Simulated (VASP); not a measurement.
Here is a VASP 6.6.1 calculation.

The input POSCAR:

```
NaF                                     
1.0
    0.0000000000      2.3449226185      2.3449226185
    2.3449226185     -0.0000000000      2.3449226185
    2.3449226185      2.3449226185     -0.0000000000
  Na              F             
     1     1
Direct
     1.0000000000000000    0.0000000000000000    0.0000000000000000
     0.5000000000000000    0.5000000000000000    0.5000000000000000
```

Contents of INCAR.step1:

```
SYSTEM = NaF
PREC = Accurate
ENCUT = 700
EDIFF = 1E-6
ISMEAR = 0
SIGMA = 0.02
LREAL = .False.
LASPH = .True.
NELM = 100
ALGO = Normal
ISIF = 2
LWAVE = .False.
LCHARG = .True.
GGA = PE
NBANDS = 14
```

The input KPOINTS.step1:

```
Automatic mesh
0
Gamma
  10 10 10
  0 0 0
```

The input INCAR.step2:

```
SYSTEM = NaF
PREC = Accurate
ENCUT = 700
EDIFF = 1E-6
ISMEAR = 0
SIGMA = 0.05
LREAL = .False.
LASPH = .True.
NELM = 100
ALGO = Normal
ISIF = 2
LWAVE = .False.
LCHARG = .False.
GGA = PE
NBANDS = 14
ICHARG = 11
```

The input KPOINTS.step2:

```
path GXWKGLUWLK,UX
20
line-mode
reciprocal
 0.0000000000  0.0000000000  0.0000000000  G
 0.5000000000  0.0000000000  0.5000000000  X

 0.5000000000  0.0000000000  0.5000000000  X
 0.5000000000  0.2500000000  0.7500000000  W

 0.5000000000  0.2500000000  0.7500000000  W
 0.3750000000  0.3750000000  0.7500000000  K

 0.3750000000  0.3750000000  0.7500000000  K
 0.0000000000  0.0000000000  0.0000000000  G

 0.0000000000  0.0000000000  0.0000000000  G
 0.5000000000  0.5000000000  0.5000000000  L

 0.5000000000  0.5000000000  0.5000000000  L
 0.6250000000  0.2500000000  0.6250000000  U

 0.6250000000  0.2500000000  0.6250000000  U
 0.5000000000  0.2500000000  0.7500000000  W

 0.5000000000  0.2500000000  0.7500000000  W
 0.5000000000  0.5000000000  0.5000000000  L

 0.5000000000  0.5000000000  0.5000000000  L
 0.3750000000  0.3750000000  0.7500000000  K

 0.6250000000  0.2500000000  0.6250000000  U
 0.5000000000  0.0000000000  0.5000000000  X
```

Potentials or basis: VASP PAW PBE potentials, release 64 (Na_pv, F).

Run with:

```console
$ cat potpaw_PBE.64/Na_pv/POTCAR potpaw_PBE.64/F/POTCAR > POTCAR
$ cp INCAR.step1 INCAR
$ cp KPOINTS.step1 KPOINTS
$ mpirun -np 1 vasp_std > vasp.out
$ cp INCAR.step2 INCAR
$ cp KPOINTS.step2 KPOINTS
$ mpirun -np 1 vasp_std > vasp.out
```

**Question.** What does it give for the band gap along the path?

**Answer.** 6.12 eV, direct.

**Question.** What does it give for the band gap on the k mesh?

**Answer.** 6.12 eV, direct.

Levels at the corners of the path, in eV from the valence-band top:
| point | band 3 | band 4 | band 5 | band 6 | band 7 | band 8 | band 9 | band 10 | band 11 | band 12 |
| --- | --- | --- | --- | --- | --- | --- | --- | --- | --- | --- |
| Γ | -19.05 | -19.05 | 0.00 | 0.00 | 0.00 | 6.12 | 18.73 | 18.73 | 18.73 | 21.52 |
| X | -19.10 | -18.88 | -1.22 | -0.39 | -0.39 | 12.86 | 13.19 | 13.26 | 19.31 | 19.31 |
| X | -19.10 | -18.88 | -1.22 | -0.39 | -0.39 | 12.86 | 13.19 | 13.26 | 19.31 | 19.31 |
| W | -19.14 | -18.54 | -0.83 | -0.83 | -0.54 | 12.99 | 12.99 | 14.80 | 16.46 | 23.04 |
| W | -19.14 | -18.54 | -0.83 | -0.83 | -0.54 | 12.99 | 12.99 | 14.80 | 16.46 | 23.04 |
| K | -19.09 | -18.55 | -1.01 | -0.79 | -0.35 | 12.63 | 12.97 | 14.33 | 18.97 | 19.44 |
| K | -19.09 | -18.55 | -1.01 | -0.79 | -0.35 | 12.63 | 12.97 | 14.33 | 18.97 | 19.44 |
| Γ | -19.05 | -19.05 | 0.00 | 0.00 | 0.00 | 6.12 | 18.73 | 18.73 | 18.73 | 21.52 |
| Γ | -19.05 | -19.05 | 0.00 | 0.00 | 0.00 | 6.12 | 18.73 | 18.73 | 18.73 | 21.52 |
| L | -19.06 | -18.26 | -1.51 | -0.24 | -0.24 | 10.57 | 12.17 | 19.73 | 19.73 | 22.49 |
| L | -19.06 | -18.26 | -1.51 | -0.24 | -0.24 | 10.57 | 12.17 | 19.73 | 19.73 | 22.49 |
| U | -19.09 | -18.55 | -1.01 | -0.79 | -0.35 | 12.63 | 12.97 | 14.33 | 18.97 | 19.44 |
| U | -19.09 | -18.55 | -1.01 | -0.79 | -0.35 | 12.63 | 12.97 | 14.33 | 18.97 | 19.44 |
| W | -19.14 | -18.54 | -0.83 | -0.83 | -0.54 | 12.99 | 12.99 | 14.80 | 16.46 | 23.04 |
| W | -19.14 | -18.54 | -0.83 | -0.83 | -0.54 | 12.99 | 12.99 | 14.80 | 16.46 | 23.04 |
| L | -19.06 | -18.26 | -1.51 | -0.24 | -0.24 | 10.57 | 12.17 | 19.73 | 19.73 | 22.49 |
| L | -19.06 | -18.26 | -1.51 | -0.24 | -0.24 | 10.57 | 12.17 | 19.73 | 19.73 | 22.49 |
| K | -19.09 | -18.55 | -1.01 | -0.79 | -0.35 | 12.63 | 12.97 | 14.33 | 18.97 | 19.44 |
| U | -19.09 | -18.55 | -1.01 | -0.79 | -0.35 | 12.63 | 12.97 | 14.33 | 18.97 | 19.44 |
| X | -19.10 | -18.88 | -1.22 | -0.39 | -0.39 | 12.86 | 13.19 | 13.26 | 19.31 | 19.31 |

Caveat: the log is that of the step along the path at fixed density, whose energy, stress, charges and moments have no meaning.
